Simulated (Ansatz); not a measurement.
# Cobalt, dhcp under PBE: structure, energy and stiffness, part 2 of 3

Aim: take cobalt in the dhcp structure, relax it, solve it on a dense k-mesh, then scale the cell to 7 volumes from 88 to 112 % of the relaxed one and try a fit of the equation of state. The start is ferromagnetic. The k-meshes are 14×14×4 for the relaxation; 19×19×5 for the dense run; 16×16×5 for the volumes.

Ansatz 0.2.0; DFT, PBE, plane waves (420 eV) with PAW, scalar-relativistic. Earlier steps stand in the parts before.

### 3 Single point on a dense mesh

The input, input.yaml:

```yaml
crystal:
  lattice:
    - [2.4951765572, 0.0, 0.0]
    - [-1.2475882786, 2.1608862854, 0.0]
    - [0.0, 0.0, 8.0817282511]
  atoms:
    - { symbol: Co, position: [1.0, 0.0, 1.0], spin: 1.704 }
    - { symbol: Co, position: [0.0, 0.0, 0.5], spin: 1.704 }
    - { symbol: Co, position: [0.3333333333, 0.6666666667, 0.25], spin: 1.724 }
    - { symbol: Co, position: [0.6666666667, 0.3333333333, 0.75], spin: 1.724 }
hamiltonian:
  xc: pbe
  pseudopotentials:
    kind: paw
    azcp:
      Co: "pseudopotentials/Co.paw.azcp"
basis:
  ecutwfc: 420
  fft_grid_basis: typed
kpoints:
  mp_grid: { grid: [19, 19, 5], shift: [0, 0, 0] }
magnetization:
  spin_polarized: true
scf:
  occupations: { method: fermi_dirac, width: 0.05 }
output:
  write_density: true
  write_potential: true
  elf: true
  volumetric_format: npy
```

Started as:

```sh
> ansatz run input.yaml --threads 1 --pin off --max-ram 3584MiB --backend cpu --events-out ev --progress --plain --runs-dir out
```

The log of the run:

```text
Engine: ansatz 0.2.0, x86_64-unknown-linux-gnu
Pseudopotentials: kind: paw
Pseudopotential: Co, paw, valence charge 17, recommended cutoff 420 eV (normal), <dir>
Functional definition: PBE
  parameter kappa = 0.804
  parameter beta = 0.06672455060314922
  exchange = pbe_x(kappa = kappa, mu = beta*pi^2/3)
  correlation = pbe_c(beta = beta)
Crystal: 4 atoms, lattice volume = 43.575 Å³
Basis set: ecut = 420 eV, 825 PW (Γ)
Bands: 45, of which v1, the nominal top of the filled ones, is band 34 counted from 1 (33 counted from 0)
Symmetry: 24 space group operations
Space group: P63/mmc (ITA 194), of the structure as read, at distance tolerance 3.5e-5 Å
Magnetic group: BNS 194.263 (UNI 1493), of the structure as read, at distance tolerance 3.5e-5 Å
k-points: 120 of 1805
Non-local potential: Co, projectors of the file, l = 0: 3, l = 1: 2, l = 2: 3, l = 3: 1
PAW form: soft (Blöchl's): semilocal exchange-correlation on the pseudo side does not see the compensation charge
PAW one-centre angular grid: Co, 590 points (default); XC on 64 Gauss nodes
Initial density: superposition of atomic densities (chi_scale 0.1, normalization cell)
Starting moments: Σ|m| = 6.856 μB on 4 of 4 sites
Initial wavefunctions: pseudopotential atomic-orbital guess
Functional: x = pbe(κ = 0.804, μ = 0.2195149727645171), c = pbe(β = 0.06672455060314922)
SCF iter   1: F=—  HF=-20503.322634 eV  |F-HF|=—  |Δ(HF+E_count)|=         —  Δρ=1.12e-1 (↑2.04e-2 ↓1.12e-1)  dr2=4.38e0  dr2_m=8.69e-1  M=6.917 μB ∫|m|=7.180 μB  β_m=0.30  ethr=3.10e-3  ⟨swp⟩=5.6  Hψ=35392  notcnv=0  defer=22
Mixer restart at iter 1: flushing history
preconditioner: auto → Kerker (q_TF=auto, 2.938 Å⁻¹)  [metal: Δε(μ)=0.005 eV  Ē_g=8.386 eV  σ=0.050 eV  W_gap=0.03  n_scr=12 (ndim 8)  ℏωp=33.8 eV  f_vac=0.000  D(μ)=2.97/eV (n_scr^D=38)]
spin=Collinear: Kerker preconditioning applied to the charge; magnetization (m = ρ↑ − ρ↓) channel mixes plain (no charge-response kernel on spin).
SCF iter   2: F=—  HF=-20501.990012 eV  |F-HF|=—  |Δ(HF+E_count)|=    1.33e0  Δρ=5.30e-2 (↑2.77e-2 ↓5.30e-2)  dr2=3.03e-1  dr2_m=6.22e-1  M=6.951 μB ∫|m|=7.301 μB  β_m=0.40  ethr=3.10e-3  ⟨swp⟩=2.3  Hψ=17759  notcnv=0  defer=682
SCF iter   3: F=—  HF=-20503.379441 eV  |F-HF|=—  |Δ(HF+E_count)|=    1.39e0  Δρ=2.52e-2 (↑2.52e-2 ↓1.43e-2)  dr2=2.88e-2  dr2_m=1.47e-1  M=6.843 μB ∫|m|=7.303 μB  β_m=0.58  ethr=4.45e-4  ⟨swp⟩=2.7  Hψ=16997  notcnv=0  defer=683
SCF iter   4: F=—  HF=-20504.422385 eV  |F-HF|=—  |Δ(HF+E_count)|=    1.04e0  Δρ=1.45e-2 (↑1.45e-2 ↓9.74e-3)  dr2=1.47e-1  dr2_m=4.07e-3  M=6.662 μB ∫|m|=7.236 μB  β_m=0.79  ethr=4.23e-5  ⟨swp⟩=2.2  Hψ=21193  notcnv=0  defer=687
SCF iter   5: F=—  HF=-20504.595707 eV  |F-HF|=—  |Δ(HF+E_count)|=   1.73e-1  Δρ=5.11e-3 (↑5.11e-3 ↓2.12e-3)  dr2=1.46e-2  dr2_m=1.63e-3  M=6.583 μB ∫|m|=7.202 μB  β_m=0.89  ethr=4.23e-5  ⟨swp⟩=2.0  Hψ=21505  notcnv=0  defer=642
SCF iter   6: F=—  HF=-20504.605498 eV  |F-HF|=—  |Δ(HF+E_count)|=   9.79e-3  Δρ=3.11e-3 (↑2.26e-3 ↓3.11e-3)  dr2=6.18e-3  dr2_m=3.44e-4  M=6.566 μB ∫|m|=7.203 μB  β_m=0.75  ethr=2.15e-5  ⟨swp⟩=2.0  Hψ=21391  notcnv=0  defer=599
SCF iter   7: F=—  HF=-20504.602248 eV  |F-HF|=—  |Δ(HF+E_count)|=   3.25e-3  Δρ=1.89e-3 (↑1.89e-3 ↓1.32e-3)  dr2=2.16e-3  dr2_m=5.00e-5  M=6.557 μB ∫|m|=7.206 μB  β_m=0.78  ethr=9.08e-6  ⟨swp⟩=2.1  Hψ=17878  notcnv=0  defer=597
SCF iter   8: F=—  HF=-20504.604835 eV  |F-HF|=—  |Δ(HF+E_count)|=   2.59e-3  Δρ=2.83e-4 (↑2.83e-4 ↓1.60e-4)  dr2=3.01e-5  dr2_m=1.01e-5  M=6.567 μB ∫|m|=7.211 μB  β_m=0.89  ethr=3.18e-6  ⟨swp⟩=2.0  Hψ=16196  notcnv=0  defer=594
SCF iter   9: F=—  HF=-20504.604860 eV  |F-HF|=—  |Δ(HF+E_count)|=   2.44e-5  Δρ=8.79e-5 (↑8.79e-5 ↓4.54e-5)  dr2=4.05e-6  dr2_m=2.25e-7  M=6.567 μB ∫|m|=7.211 μB  β_m=0.86  ethr=4.42e-8  ⟨swp⟩=2.1  Hψ=19165  notcnv=0  defer=590
SCF iter  10: F=—  HF=-20504.604859 eV  |F-HF|=—  |Δ(HF+E_count)|=   2.45e-7  Δρ=7.84e-5 (↑1.58e-5 ↓7.84e-5)  dr2=2.43e-6  dr2_m=5.23e-7  M=6.567 μB ∫|m|=7.211 μB  β_m=0.93  ethr=5.95e-9  ⟨swp⟩=2.0  Hψ=15162  notcnv=0  defer=590
SCF iter  11: F=—  HF=-20504.604860 eV  |F-HF|=—  |Δ(HF+E_count)|=   3.17e-7  Δρ=4.01e-5 (↑1.35e-5 ↓4.01e-5)  dr2=9.34e-7  dr2_m=9.60e-8  M=6.567 μB ∫|m|=7.211 μB  β_m=0.82  ethr=3.57e-9  ⟨swp⟩=1.0  Hψ=10800  notcnv=0  defer=590
SCF iter  12: F=—  HF=-20504.604860 eV  |F-HF|=—  |Δ(HF+E_count)|=   6.64e-8  Δρ=1.64e-5 (↑1.32e-5 ↓1.64e-5)  dr2=2.20e-7  dr2_m=1.96e-8  M=6.567 μB ∫|m|=7.211 μB  β_m=0.86  ethr=1.37e-9  ⟨swp⟩=2.0  Hψ=14429  notcnv=0  defer=590
SCF iter  13: F=—  HF=-20504.604860 eV  |F-HF|=—  |Δ(HF+E_count)|=   3.32e-9  Δρ=8.29e-6 (↑6.51e-6 ↓8.29e-6)  dr2=5.92e-8  dr2_m=7.12e-10  M=6.567 μB ∫|m|=7.211 μB  β_m=0.87  ethr=3.23e-10  ⟨swp⟩=2.0  Hψ=14837  notcnv=0  defer=590
SCF iter  14: F=-20504.604860 eV  HF=-20504.604860 eV  |F-HF|=3.51e-9  |Δ(HF+E_count)|=   1.53e-9  Δρ=1.46e-6 (↑1.27e-6 ↓1.46e-6)  dr2=3.52e-9  dr2_m=1.69e-11  M=6.567 μB ∫|m|=7.211 μB  ethr=8.70e-11  ⟨swp⟩=5.7  Hψ=35364  notcnv=0
SCF 1 converged in 14 iterations: F = -20504.604860 eV  dr2 = 3.52e-9
SCF converged after 14 iterations
Magnetization: 6.5671 μB (37.2835 up, 30.7165 down)
Absolute magnetization: 7.2129 μB (∫|ρ↑−ρ↓|, with the PAW one-centre terms)
Spin contamination: 0.1134 ħ² per cell (⟨S²⟩ above its minimum at these occupations)
Per-site moments (μB) at R_I (Å): [(1.706784528119563, 1.0235859595422114), (1.7067845281195633, 1.0235859595422114), (1.724536914670878, 1.0235859595422114), (1.7245369146708784, 1.0235859595422114)]
Free energy (F): -20504.604860 eV
Harris-Foulkes:  -20504.604860 eV  (|F-HF|=3.51e-9)
Internal energy: -20504.576155 eV  (E = F + TS)
E sigma→0 (E₀):  -20504.590507 eV
Entropy (-TS):   -0.028705 eV (-7.176 meV/atom)
Fermi energy:    18.673138 eV
--- Per-component energies (eV) ---
  E_band       = -981.874630
  E_kinetic    = 1813.923668
  E_local      = -11351.624147  (includes V_loc(G=0)·N_el)
  E_nonlocal   = 1816.369765
  E_hartree    = 4756.831552
  E_xc         = -635.907612
  E_vxc        = -820.588150  (∫ρ·V_xc dr)
  E_paw        = -6060.409626  (= ΣΔE_a)
  E_vpaw       = -1953.623809  (= ΣTr[D̂ρ^β])
  E_aug_tail   = 0.000334  (compensation charges beyond the density's cutoff)
  E_ewald      = -10843.760088
  E_smearing   = -0.028705  (= −TS)
  E_closure    = -0.000000  (closes the sum)
  Σ components = -20504.604860   (vs F -20504.604860, Δ=0.00e0)
--- Band table (eV; the first three rows and the last of 240) ---
  k-point 0 ↑: bands = ["-77.4864", "-77.4707", "-77.4375", "-77.4216", "-40.8848", "-40.7572", "-40.6827", "-40.5975", "-40.5975", "-40.5785", "-40.5785", "-40.5685", "-40.5685", "-40.5526", "-40.5495", "-40.5495", "9.5990", "11.8287", "11.8503", "13.4431", "15.6458", "15.6733", "15.8548", "15.8548", "15.8911", "15.8911", "15.9871", "16.1574", "16.1574", "16.2280", "16.2280", "16.8045", "16.8045", "17.1329", "17.1329", "17.4612", "17.4612", "17.8596", "17.8596", "18.4035", "24.8479", "33.3991", "33.4006", "40.1243", "40.7537"]
  k-point 1 ↑: bands = ["-77.4853", "-77.4727", "-77.4354", "-77.4227", "-40.8773", "-40.7822", "-40.6575", "-40.5963", "-40.5963", "-40.5823", "-40.5823", "-40.5647", "-40.5647", "-40.5604", "-40.5506", "-40.5506", "9.6998", "11.1125", "12.5432", "13.4206", "15.6799", "15.8260", "15.8733", "15.8733", "15.9113", "15.9113", "15.9591", "16.1252", "16.1252", "16.1928", "16.1928", "16.8446", "16.8446", "17.1042", "17.1042", "17.5100", "17.5100", "17.8280", "17.8280", "17.9974", "25.4517", "31.0606", "35.8256", "40.1833", "40.6814"]
  k-point 2 ↑: bands = ["-77.4820", "-77.4774", "-77.4308", "-77.4260", "-40.8553", "-40.8217", "-40.6173", "-40.5931", "-40.5931", "-40.5882", "-40.5882", "-40.5830", "-40.5588", "-40.5588", "-40.5539", "-40.5539", "9.9978", "10.4787", "13.0600", "13.3232", "15.7767", "15.8822", "15.9209", "15.9209", "15.9490", "15.9490", "16.0747", "16.0747", "16.1151", "16.1151", "16.3177", "16.9354", "16.9354", "17.0315", "17.0315", "17.1337", "17.6216", "17.6216", "17.7410", "17.7410", "26.9350", "28.8733", "38.2542", "40.3369", "40.3468"]
  k-point 119 ↓: bands = ["-75.3231", "-75.3230", "-75.3127", "-75.3126", "-38.7664", "-38.7628", "-38.7530", "-38.7345", "-38.7044", "-38.6991", "-38.6821", "-38.6741", "-38.5990", "-38.5944", "-38.5846", "-38.5696", "15.7305", "15.7463", "15.7490", "15.7637", "15.9511", "15.9706", "16.0510", "16.0674", "16.9580", "17.0316", "17.0347", "17.1577", "18.3975", "18.4177", "18.9641", "18.9979", "19.5826", "19.6568", "19.7556", "19.7572", "23.6000", "23.8305", "24.9612", "24.9779", "25.4326", "25.7677", "27.8379", "28.1262", "29.7011"]
```

It took 77 s on 1 thread of Intel Xeon Platinum 8259CL at 2.50GHz (Skylake/Cascade Lake), shared host; peak memory 0.76 GiB.

Density in a lattice plane of the grid's cell (edges 2.50 and 8.08 Å, at 0.000 of the third edge), which holds Co. It is the smooth density of the valence electrons, not physical close to the nuclei.

Values in e/Å³, 12 rows by 6 columns:
```
 2.73  1.27  0.38  0.27  0.38  1.27
 0.29  0.30  0.36  0.43  0.36  0.30
 0.30  0.37  0.89  1.58  0.90  0.37
 0.30  0.31  0.37  0.44  0.37  0.30
 2.47  1.19  0.38  0.27  0.38  1.19
51.75 12.29  0.98  0.34  0.98 12.29
 2.47  1.19  0.38  0.27  0.38  1.19
 0.30  0.30  0.37  0.44  0.37  0.31
 0.30  0.37  0.90  1.58  0.89  0.37
 0.29  0.30  0.36  0.43  0.36  0.30
 2.73  1.27  0.38  0.27  0.38  1.27
56.97 13.24  1.01  0.35  1.01 13.24
```
Columns run along the first of these edges and rows up along the second, over one cell in 6 and 12 even steps from the bottom left corner. Atoms in the plane (fractional): Co at (0.00, 0.00), Co at (0.00, 0.50).

Spin density (up less down) in a lattice plane of the grid's cell (edges 2.50 and 8.08 Å, at 0.000 of the third edge), which holds Co.

Ten even steps from '0' (-0.03 e/Å³) to '9' (7.67 e/Å³):
```
11000001
00000000
00000000
00000000
00000000
00000000
00000000
00000000
21000001
83000003
21000001
00000000
00000000
00000000
00000000
00000000
00000000
00000000
11000001
93000003
```
Columns run along the first of these edges and rows up along the second, over one cell in 8 and 20 even steps from the bottom left corner. Atoms in the plane (fractional): Co at (0.00, 0.00), Co at (0.00, 0.50).

### 4 Volume × 0.88

The input, input.yaml:

```yaml
crystal:
  lattice:
    - [2.3910877006, 0.0, 0.0]
    - [-1.1955438503, 2.0707426914, 0.0]
    - [0.0, 0.0, 7.7445906443]
  atoms:
    - { symbol: Co, position: [1.0, 0.0, 1.0], spin: 1.707 }
    - { symbol: Co, position: [0.0, 0.0, 0.5], spin: 1.707 }
    - { symbol: Co, position: [0.3333333333, 0.6666666667, 0.25], spin: 1.725 }
    - { symbol: Co, position: [0.6666666667, 0.3333333333, 0.75], spin: 1.725 }
hamiltonian:
  xc: pbe
  pseudopotentials:
    kind: paw
    azcp:
      Co: "pseudopotentials/Co.paw.azcp"
basis:
  ecutwfc: 420
  fft_grid_basis: typed
kpoints:
  mp_grid: { grid: [16, 16, 5], shift: [0, 0, 0] }
magnetization:
  spin_polarized: true
scf:
  occupations: { method: fermi_dirac, width: 0.05 }
  lower_state_search: "off"
output:
  stress: true
```

Started as:

```sh
> ansatz run input.yaml --threads 1 --pin off --max-ram 3584MiB --backend cpu --events-out ev --progress --plain --runs-dir out
```

The log of the run, cut to the lines that bear on the results:

```text
[...]
[... 3 set-up lines as earlier in the session ...]
[...]
Crystal: 4 atoms, lattice volume = 38.346 Å³
Basis set: ecut = 420 eV, 721 PW (Γ)
Bands: 45, of which v1, the nominal top of the filled ones, is band 34 counted from 1 (33 counted from 0)
[... 1 set-up line as earlier in the session ...]
[...]
Free energy (F): -20504.079041 eV
[...]
E sigma→0 (E₀):  -20504.065229 eV
Entropy (-TS):   -0.027624 eV (-6.906 meV/atom)
Fermi energy:    21.699691 eV
[...]
--- Stress (GPa, compression-positive) ---
       36.472584       0.000000      -0.000000
        0.000000      36.472584       0.000000
       -0.000000       0.000000      37.123832
  P = ⅓ Tr σ = 36.6897 GPa (366.897 kbar)
```

It took 42 s on 1 thread of Intel Xeon Platinum 8259CL at 2.50GHz (Skylake/Cascade Lake), shared host; peak memory 0.58 GiB.

(Continued in part 3 of 3.)
